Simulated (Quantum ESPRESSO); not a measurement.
# Si2Ni (Fm-3m) in Quantum ESPRESSO: phonons with PBEsol

Aim: the phonons of Si2Ni with PBEsol.

All numbers are computed with Quantum ESPRESSO 7.5; they aren't measurements. Logs are shortened: lines on timing, memory, paths and dates and some standing lists are left out, and cuts for length are marked.

### Step 1. Starting point

Symmetry: Fm-3m, No. 225, cubic system. Conventional cell: a = 5.406 Å, b = 5.406 Å, c = 5.406 Å, α = 90.00°, β = 90.00°, γ = 90.00°. Ni (site symmetry m-3m) is surrounded by 8 Si at 2.34 Å. Si (site symmetry -43m) has 4 Ni at 2.34 Å as nearest neighbours.

### Step 2. Phonons, PBEsol, collinear spin, ferromagnetic start

Contents of pw.in:

```
&CONTROL
  calculation = 'scf'
  prefix = 'pwscf'
  outdir = './tmp'
  pseudo_dir = './pseudo'
  tprnfor = .true.
  tstress = .true.
  disk_io = 'low'
/
&SYSTEM
  ibrav = 0
  nat = 3
  ntyp = 2
  ecutwfc = 45
  ecutrho = 360
  nbnd = 23
  occupations = 'smearing'
  smearing = 'mv'
  degauss = 0.01999163
  nspin = 2
  starting_magnetization(1) = 0.0556
  starting_magnetization(2) = 0
/
&ELECTRONS
  conv_thr = 6d-10
  electron_maxstep = 120
  mixing_beta = 0.3
/
ATOMIC_SPECIES
Ni    58.6934 ni_pbesol_v1.4.uspp.F.UPF
Si    28.0850 si_pbesol_v1.uspp.F.UPF
CELL_PARAMETERS angstrom
   0.0000000000    2.7030000000    2.7030000000
   2.7030000000    0.0000000000    2.7030000000
   2.7030000000    2.7030000000    0.0000000000
ATOMIC_POSITIONS crystal
Ni     0.0000000000    0.0000000000    0.0000000000
Si     0.7500000000    0.7500000000    0.7500000000
Si     0.2500000000    0.2500000000    0.2500000000
K_POINTS automatic
8 8 8 0 0 0
```

Contents of relax.in:

```
&CONTROL
  calculation = 'vc-relax'
  prefix = 'pwscf'
  outdir = './tmp'
  pseudo_dir = './pseudo'
  tprnfor = .true.
  tstress = .true.
  disk_io = 'low'
  nstep = 40
  forc_conv_thr = 0.0001
  etot_conv_thr = 1d-06
/
&SYSTEM
  ibrav = 0
  nat = 3
  ntyp = 2
  ecutwfc = 45
  ecutrho = 360
  nbnd = 23
  occupations = 'smearing'
  smearing = 'mv'
  degauss = 0.01999163
  nspin = 2
  starting_magnetization(1) = 0.0556
  starting_magnetization(2) = 0
/
&ELECTRONS
  conv_thr = 6d-10
  electron_maxstep = 120
  mixing_beta = 0.3
/
&IONS
  ion_dynamics = 'bfgs'
/
&CELL
  cell_dynamics = 'bfgs'
  press = 0
  press_conv_thr = 0.2
/
ATOMIC_SPECIES
Ni    58.6934 ni_pbesol_v1.4.uspp.F.UPF
Si    28.0850 si_pbesol_v1.uspp.F.UPF
CELL_PARAMETERS angstrom
   0.0000000000    2.7030000000    2.7030000000
   2.7030000000    0.0000000000    2.7030000000
   2.7030000000    2.7030000000    0.0000000000
ATOMIC_POSITIONS crystal
Ni     0.0000000000    0.0000000000    0.0000000000
Si     0.7500000000    0.7500000000    0.7500000000
Si     0.2500000000    0.2500000000    0.2500000000
K_POINTS automatic
8 8 8 0 0 0
```

Contents of scf2.in:

```
&CONTROL
  calculation = 'scf'
  prefix = 'pwscf'
  outdir = './tmp'
  pseudo_dir = './pseudo'
  tprnfor = .true.
  tstress = .true.
  disk_io = 'low'
/
&SYSTEM
  ibrav = 0
  nat = 3
  ntyp = 2
  ecutwfc = 45
  ecutrho = 360
  nbnd = 23
  occupations = 'smearing'
  smearing = 'mv'
  degauss = 0.01999163
  nspin = 2
  starting_magnetization(1) = 0.0556
  starting_magnetization(2) = 0
/
&ELECTRONS
  conv_thr = 1d-13
  electron_maxstep = 120
  mixing_beta = 0.3
  startingpot = 'file'
  startingwfc = 'file'
/
ATOMIC_SPECIES
Ni    58.6934 ni_pbesol_v1.4.uspp.F.UPF
Si    28.0850 si_pbesol_v1.uspp.F.UPF
CELL_PARAMETERS angstrom
   0.0000000000    2.6953481240    2.6953481240
   2.6953481240    0.0000000000    2.6953481240
   2.6953481240    2.6953481240    0.0000000000
ATOMIC_POSITIONS crystal
Ni     0.0000000000    0.0000000000    0.0000000000
Si     0.7500000000    0.7500000000    0.7500000000
Si     0.2500000000    0.2500000000    0.2500000000
K_POINTS automatic
8 8 8 0 0 0
```

Contents of ph.in:

```
phonons of Si2Ni
&INPUTPH
  prefix = 'pwscf'
  outdir = './tmp'
  tr2_ph = 1d-16
  fildyn = 'dyn'
  niter_ph = 60
  alpha_mix(1) = 0.4
/
0.0000000000 0.0000000000 0.0000000000
```

Contents of dynmat.in:

```
&INPUT
  fildyn = 'dyn'
  asr = 'crystal'
  filout = 'dynmat.disp'
  fileig = 'dynmat.eig'
/
```

Potentials or basis: GBRV 1.5 PBEsol.

Run with:

```sh
$ OMP_NUM_THREADS=1 pw.x -in pw.in > pw.out
$ OMP_NUM_THREADS=1 pw.x -in relax.in > relax.out
$ OMP_NUM_THREADS=1 pw.x -in scf2.in > scf2.out
$ OMP_NUM_THREADS=1 ph.x -in ph.in > ph.out
$ OMP_NUM_THREADS=1 dynmat.x -in dynmat.in > dynmat.out
```

pw.out:

```text
This program is part of the open-source Quantum ESPRESSO suite
     for quantum simulation of materials; please cite
[... 9 lines left out ...]
     --------------------
     sticks:   dense  smooth     PW     G-vecs:    dense   smooth      PW
     Sum        1285     649    199                30731    10969    1917

     Using Slab Decomposition

     bravais-lattice index     =            0
     lattice parameter (alat)  =       7.2237  a.u.
     unit-cell volume          =     266.5414 (a.u.)^3
     number of atoms/cell      =            3
     number of atomic types    =            2
     number of electrons       =        26.00
     number of Kohn-Sham states=           23
     kinetic-energy cutoff     =      45.0000  Ry
     charge density cutoff     =     360.0000  Ry
     scf convergence threshold =      6.0E-10
     mixing beta               =       0.3000
     number of iterations used =            8  plain     mixing
     Exchange-correlation= SLA  PW   PSX  PSC
                           (   1   4  10   8   0   0   0)

     celldm(1)=   7.223703  celldm(2)=   0.000000  celldm(3)=   0.000000
     celldm(4)=   0.000000  celldm(5)=   0.000000  celldm(6)=   0.000000

     crystal axes: (cart. coord. in units of alat)
               a(1) = (   0.000000   0.707107   0.707107 )
               a(2) = (   0.707107   0.000000   0.707107 )
               a(3) = (   0.707107   0.707107   0.000000 )

     reciprocal axes: (cart. coord. in units 2 pi/alat)
               b(1) = ( -0.707107  0.707107  0.707107 )
               b(2) = (  0.707107 -0.707107  0.707107 )
               b(3) = (  0.707107  0.707107 -0.707107 )

     PseudoPot. # 1 for Ni read from file:
     ni_pbesol_v1.4.uspp.F.UPF
     Pseudo is Ultrasoft + core correction, Zval = 18.0
     Generated by new atomic code, or converted to UPF format
     Using radial grid of  865 points,  6 beta functions with:
                l(1) =   0
                l(2) =   0
                l(3) =   1
                l(4) =   1
                l(5) =   2
                l(6) =   2
     Q(r) pseudized with 10 coefficients,  rinner =    0.980   0.980   0.980
                                                       0.980   0.980

     PseudoPot. # 2 for Si read from file:
     si_pbesol_v1.uspp.F.UPF
     Pseudo is Ultrasoft + core correction, Zval =  4.0
     Generated by new atomic code, or converted to UPF format
     Using radial grid of  899 points,  6 beta functions with:
                l(1) =   0
                l(2) =   0
                l(3) =   1
                l(4) =   1
                l(5) =   2
                l(6) =   2
     Q(r) pseudized with  8 coefficients,  rinner =    0.900   0.900   0.900
                                                       0.900   0.900

     atomic species   valence    mass     pseudopotential
     Ni               18.00    58.69340     Ni( 1.00)
     Si                4.00    28.08500     Si( 1.00)

     Starting magnetic structure
     atomic species   magnetization
     Ni              0.056
     Si              0.000

     48 Sym. Ops., with inversion, found

   Cartesian axes

     site n.     atom                  positions (alat units)
         1        Ni     tau(   1) = (   0.0000000   0.0000000   0.0000000  )
         2        Si     tau(   2) = (   1.0606602   1.0606602   1.0606602  )
         3        Si     tau(   3) = (   0.3535534   0.3535534   0.3535534  )

     number of k points=    29  Marzari-Vanderbilt smearing, width (Ry)=  0.0200
                       cart. coord. in units 2pi/alat
        k(    1) = (   0.0000000   0.0000000   0.0000000), wk =   0.0019531
        k(    2) = (   0.0883883   0.0883883  -0.0883883), wk =   0.0156250
        k(    3) = (   0.1767767   0.1767767  -0.1767767), wk =   0.0156250
        k(    4) = (   0.2651650   0.2651650  -0.2651650), wk =   0.0156250
        k(    5) = (  -0.3535534  -0.3535534   0.3535534), wk =   0.0078125
        k(    6) = (   0.1767767   0.0000000   0.0000000), wk =   0.0117188
[... 21 lines left out ...]
        k(   28) = (  -0.7071068   0.1767767  -0.0000000), wk =   0.0234375
        k(   29) = (  -0.7071068   0.3535534   0.0000000), wk =   0.0117188

     Dense  grid:    30731 G-vectors     FFT dimensions: (  45,  45,  45)

     Smooth grid:    10969 G-vectors     FFT dimensions: (  32,  32,  32)

     Check: negative core charge=   -0.000002
     Generating pointlists ...
     new r_m :   0.2526 (alat units)  1.8247 (a.u.) for type    1
     new r_m :   0.2526 (alat units)  1.8247 (a.u.) for type    2

     Initial potential from superposition of free atoms

     starting charge      23.9987, renormalised to      26.0000
     Starting wfcs are   21 randomized atomic wfcs +    2 random wfcs

     Self-consistent Calculation

     iteration #  1     ecut=    45.00 Ry     beta= 0.30
     Davidson diagonalization with overlap
     ethr =  1.00E-02,  avg # of iterations =  5.6

     total energy              =    -345.57872563 Ry
     estimated scf accuracy    <      51.58045752 Ry

     total magnetization       =     0.08 Bohr mag/cell
     absolute magnetization    =     0.10 Bohr mag/cell
[... 208 lines left out ...]
     total magnetization       =    -0.00 Bohr mag/cell
     absolute magnetization    =     0.00 Bohr mag/cell

     iteration # 23     ecut=    45.00 Ry     beta= 0.30
     Davidson diagonalization with overlap
     ethr =  3.94E-12,  avg # of iterations =  1.9

     Magnetic moment per site  (integrated on atomic sphere of radius R)
     atom   1 (R=0.253)  charge= 16.5845  magn=  0.0000
     atom   2 (R=0.253)  charge=  1.7589  magn= -0.0000
     atom   3 (R=0.253)  charge=  1.7589  magn= -0.0000

     End of self-consistent calculation

 ------ SPIN UP ------------

          k = 0.0000 0.0000 0.0000 (  1363 PWs)   bands (ev):

   -91.3106 -51.8600 -51.8600 -51.8600  -0.8077   7.8383   7.8383   7.8383
     9.5368   9.5368  12.7721  14.7906  14.7906  14.7906  15.3087  15.3087
    15.3087  17.7573  17.7573  17.7573  20.0123  20.0123  22.0101

          k = 0.0884 0.0884-0.0884 (  1366 PWs)   bands (ev):

   -91.3106 -51.8601 -51.8600 -51.8600  -0.5757   7.3788   7.9104   7.9104
     9.4965   9.4965  12.1989  13.6567  13.9289  13.9289  16.0534  16.0534
    17.0898  17.2570  17.2570  17.5000  21.3728  21.3728  23.0651
[... 103 lines left out ...]
          k = 0.0000-0.5303 0.5303 (  1350 PWs)   bands (ev):

   -91.3105 -51.8609 -51.8606 -51.8603   3.6979   4.1743   5.5901   8.0613
     8.6423   9.2490   9.6255  10.1335  10.4248  13.2636  16.6680  17.7596
    19.4234  21.6268  21.8568  22.0529  25.6246  25.6940  27.6178

          k =-0.7071 0.0000 0.0000 (  1362 PWs)   bands (ev):

   -91.3105 -51.8611 -51.8604 -51.8604   3.2174   4.9766   5.7476   8.5303
     8.5303   9.4418   9.4418   9.5940   9.9432  12.6615  14.4072  20.8050
    21.3653  21.3653  22.8308  24.0762  24.0762  27.3163  27.8456

          k = 0.3536 0.1768 0.0000 (  1359 PWs)   bands (ev):

   -91.3105 -51.8606 -51.8603 -51.8601   0.7127   5.9821   7.6695   8.3285
     8.7702   9.7218  10.1217  10.8172  12.0909  13.8262  15.7333  16.6884
    17.2500  19.1806  20.1768  21.7861  22.2391  25.5493  26.0957
[... 25 lines left out ...]
          k = 0.0000-0.3536 0.5303 (  1357 PWs)   bands (ev):

   -91.3105 -51.8608 -51.8607 -51.8603   2.9562   4.3817   6.3999   7.4946
     9.0197   9.1486   9.8144   9.9966  10.8696  14.4975  15.4844  18.2860
    19.3209  19.3811  21.2003  22.6274  24.3380  26.7916  27.3554

          k =-0.7071 0.1768-0.0000 (  1358 PWs)   bands (ev):

   -91.3105 -51.8610 -51.8605 -51.8604   3.4585   5.1251   5.2642   7.4400
     8.9383   9.4270   9.4426   9.8576  10.3468  13.3312  15.3739  18.0919
    21.4098  21.4230  22.6309  23.3091  24.4212  26.5948  26.9704

          k =-0.7071 0.3536 0.0000 (  1348 PWs)   bands (ev):

   -91.3105 -51.8607 -51.8607 -51.8604   4.1478   4.1478   5.9582   6.3003
     9.3192   9.3192   9.4435   9.8724  10.6259  15.2932  15.2932  17.6531
    18.2783  21.4663  22.4372  24.7099  24.7099  25.7063  25.7063

 ------ SPIN DOWN ----------

          k = 0.0000 0.0000 0.0000 (  1363 PWs)   bands (ev):

   -91.3106 -51.8600 -51.8600 -51.8600  -0.8077   7.8383   7.8383   7.8383
     9.5368   9.5368  12.7721  14.7906  14.7906  14.7906  15.3086  15.3086
    15.3086  17.7573  17.7573  17.7573  20.0123  20.0123  22.0101

          k = 0.0884 0.0884-0.0884 (  1366 PWs)   bands (ev):

   -91.3106 -51.8601 -51.8600 -51.8600  -0.5757   7.3788   7.9104   7.9104
     9.4965   9.4965  12.1989  13.6566  13.9289  13.9289  16.0533  16.0533
    17.0898  17.2570  17.2570  17.5000  21.3728  21.3728  23.0651
[... 103 lines left out ...]
          k = 0.0000-0.5303 0.5303 (  1350 PWs)   bands (ev):

   -91.3105 -51.8609 -51.8606 -51.8603   3.6979   4.1743   5.5901   8.0613
     8.6423   9.2490   9.6255  10.1335  10.4248  13.2636  16.6680  17.7596
    19.4234  21.6268  21.8568  22.0528  25.6245  25.6940  27.6178

          k =-0.7071 0.0000 0.0000 (  1362 PWs)   bands (ev):

   -91.3105 -51.8611 -51.8604 -51.8604   3.2174   4.9765   5.7476   8.5303
     8.5303   9.4418   9.4418   9.5940   9.9432  12.6615  14.4072  20.8050
    21.3653  21.3653  22.8308  24.0762  24.0762  27.3163  27.8456

          k = 0.3536 0.1768 0.0000 (  1359 PWs)   bands (ev):

   -91.3105 -51.8606 -51.8603 -51.8601   0.7127   5.9821   7.6695   8.3285
     8.7701   9.7218  10.1217  10.8172  12.0909  13.8262  15.7333  16.6884
    17.2500  19.1806  20.1768  21.7861  22.2390  25.5493  26.0957
[... 25 lines left out ...]
          k = 0.0000-0.3536 0.5303 (  1357 PWs)   bands (ev):

   -91.3105 -51.8608 -51.8607 -51.8603   2.9562   4.3817   6.3999   7.4946
     9.0197   9.1486   9.8144   9.9966  10.8696  14.4975  15.4844  18.2859
    19.3209  19.3811  21.2002  22.6274  24.3379  26.7915  27.3554

          k =-0.7071 0.1768-0.0000 (  1358 PWs)   bands (ev):

   -91.3105 -51.8610 -51.8605 -51.8604   3.4584   5.1251   5.2642   7.4399
     8.9383   9.4270   9.4426   9.8576  10.3468  13.3312  15.3739  18.0919
    21.4098  21.4230  22.6309  23.3091  24.4212  26.5948  26.9704

          k =-0.7071 0.3536 0.0000 (  1348 PWs)   bands (ev):

   -91.3105 -51.8607 -51.8607 -51.8604   4.1477   4.1477   5.9582   6.3003
     9.3192   9.3192   9.4435   9.8724  10.6259  15.2932  15.2932  17.6531
    18.2783  21.4663  22.4372  24.7099  24.7099  25.7063  25.7063

     the Fermi energy is    13.0267 ev

!    total energy              =    -362.30387361 Ry
     estimated scf accuracy    <          1.6E-10 Ry
     smearing contrib. (-TS)   =      -0.00052447 Ry
     internal energy E=F+TS    =    -362.30334914 Ry

     The total energy is F=E-TS. E is the sum of the following terms:
     one-electron contribution =    -290.76035119 Ry
     hartree contribution      =     158.20977253 Ry
     xc contribution           =     -43.95930659 Ry
     ewald contribution        =    -185.79346389 Ry

     total magnetization       =    -0.00 Bohr mag/cell
     absolute magnetization    =     0.00 Bohr mag/cell

     convergence has been achieved in  23 iterations

     Forces acting on atoms (cartesian axes, Ry/au):

     atom    1 type  1   force =     0.00000000    0.00000000   -0.00000000
     atom    2 type  2   force =     0.00000000    0.00000000   -0.00000000
     atom    3 type  2   force =     0.00000000   -0.00000000    0.00000000

     Total force =     0.000000     Total SCF correction =     0.000000

     Computing stress (Cartesian axis) and pressure

          total   stress  (Ry/bohr**3)                   (kbar)     P=      -12.66
  -0.00008608   0.00000000   0.00000000          -12.66        0.00        0.00
   0.00000000  -0.00008608  -0.00000000            0.00      -12.66       -0.00
   0.00000000  -0.00000000  -0.00008608            0.00       -0.00      -12.66

=------------------------------------------------------------------------------=
   JOB DONE.
=------------------------------------------------------------------------------=
```

Wall time 13 min (1 thread of Arm Neoverse V2, shared host); peak memory 0.17 GiB.

What came out:

- Free energy: -4929.3965 eV
- Relaxed volume: 13.05 Å³/atom
- Relaxed cell: a = 3.812 Å, b = 3.812 Å, c = 3.812 Å, α = 60.00°, β = 60.00°, γ = 60.00°
- Space group after relaxing (to 0.05 Å): Fm-3m (No. 225)
- Pressure after relaxing: 0.0 GPa
- Band gap on the k mesh: none (metal or under the smearing width)
- Net moment: 0.00 μB per cell
- Absolute moment: 0.00 μB per cell
- Valence electrons inside the program's atomic spheres: Ni 16.58; Si 1.76
- Highest phonon frequency at Γ: 315 cm⁻¹

The path:
| step | energy change (eV) | largest force (eV/Å) | pressure (GPa) | volume (Å³) |
| --- | --- | --- | --- | --- |
| 1 | 0.0000 | 0.0000 | -1.27 | 39.50 |
| 2 | -0.0013 | 0.0000 | -0.29 | 39.24 |
| 3 | -0.0013 | 0.0000 | -0.02 | 39.17 |
| 4 | -0.0013 | 0.0000 | 0.00 | 39.16 |
| 5 | -0.0013 | 0.0000 | 0.00 | 39.16 |

Final structure:
```cif
data_structure
_symmetry_space_group_name_H-M 'P 1'
_symmetry_Int_Tables_number 1
_cell_length_a 3.8118
_cell_length_b 3.8118
_cell_length_c 3.8118
_cell_angle_alpha 60.000
_cell_angle_beta 60.000
_cell_angle_gamma 60.000
_cell_volume 39.16
loop_
_atom_site_label
_atom_site_type_symbol
_atom_site_fract_x
_atom_site_fract_y
_atom_site_fract_z
_atom_site_occupancy
Ni1 Ni 0.00000 0.00000 0.00000 1
Si1 Si 0.75000 0.75000 0.75000 1
Si2 Si 0.25000 0.25000 0.25000 1
```

Phonon frequencies in cm⁻¹ (negative: imaginary):
```
              q point                    frequencies
(0.000, 0.000, 0.000)  7 7 7 312 312 312 315 315 315
```

Optical modes at Γ, degenerate ones joined:
```tsv
cm⁻¹	components	symmetry	active in
312	3	T1u	IR
315	3	T2g	Raman
```
